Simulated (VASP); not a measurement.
**VASP 6.6.1 run: Si**

INCAR

```
IBRION = -1
NSW = 0
SIGMA = 0.02
ISMEAR = -1
PREC = Accurate
ENCUT = 520
LREAL = Auto
NELM = 120
ISIF = 2
GGA = PE
NBANDS = 16
EDIFF = 1E-7
LWAVE = .FALSE.
LASPH = .TRUE.
LCHARG = .FALSE.
```

KPOINTS

```
KPOINTS created by Atomic Simulation Environment
0
Gamma
12 12 4
0 0 0
```

POSCAR

```
Si
 1.0000000000000000
     3.8321295590073570    0.0000000000000000    0.0000000000000000
    -1.9160647795036785    3.3187215486936292    0.0000000000000000
     0.0000000000000000    0.0000000000000000    6.4046290290999996
 Si
   4
Cartesian
 -0.0000000000000000  2.2124810324624189  0.0070885391266683
  1.9160647795036780  1.1062405162312094  3.2094030536766671
 -0.0000000000000000  2.2124810324624189  2.3946473467858316
  1.9160647795036780  1.1062405162312094  5.5969618613358296
```

The recommended PBE PAW datasets give the neutral cell 16 valence electrons.

Command

```
mpirun -np 1 vasp_std
```

How does this run end, and what does it give?

It converged. Results: gap between bands v and c on the k mesh 0.48 eV; least direct gap on the k mesh 1.11 eV; pressure 0.3 GPa. Band v is the last that the valence electrons fill when counted band by band, and c is the next.

OSZICAR

```
N       E                     dE             d eps       ncg     rms          rms(c)
DAV:   1     0.263365285335E+02    0.26337E+02   -0.59672E+03  1824   0.818E+02
DAV:   2    -0.201023964284E+02   -0.46439E+02   -0.42093E+02  2504   0.121E+02
DAV:   3    -0.219806716032E+02   -0.18783E+01   -0.18648E+01  2512   0.228E+01
DAV:   4    -0.220024364894E+02   -0.21765E-01   -0.21759E-01  2248   0.319E+00
DAV:   5    -0.220028296555E+02   -0.39317E-03   -0.39314E-03  2568   0.402E-01    0.675E+00
DAV:   6    -0.217625105450E+02    0.24032E+00   -0.97650E-02  2216   0.148E+00    0.411E+00
DAV:   7    -0.216515125745E+02    0.11100E+00   -0.20740E-01  2208   0.225E+00    0.240E-01
DAV:   8    -0.216538113551E+02   -0.22988E-02   -0.15128E-02  2200   0.627E-01    0.111E-01
DAV:   9    -0.216542550964E+02   -0.44374E-03   -0.60840E-04  2400   0.143E-01    0.843E-02
DAV:  10    -0.216543966782E+02   -0.14158E-03   -0.14782E-04  2152   0.607E-02    0.138E-02
DAV:  11    -0.216544017463E+02   -0.50681E-05   -0.83445E-06  2456   0.155E-02    0.105E-02
DAV:  12    -0.216544037907E+02   -0.20445E-05   -0.22175E-06  2096   0.818E-03    0.206E-03
DAV:  13    -0.216544037081E+02    0.82667E-07   -0.22929E-07  2424   0.245E-03
   1 F= -.21654404E+02 E0= -.21654404E+02  d E =-.289224E-07
```

For comparison, a separate PBE run of the intended cell, on usual settings and not on those above, gives a gap of 0.48 eV on its mesh and a pressure of 0.2 GPa.
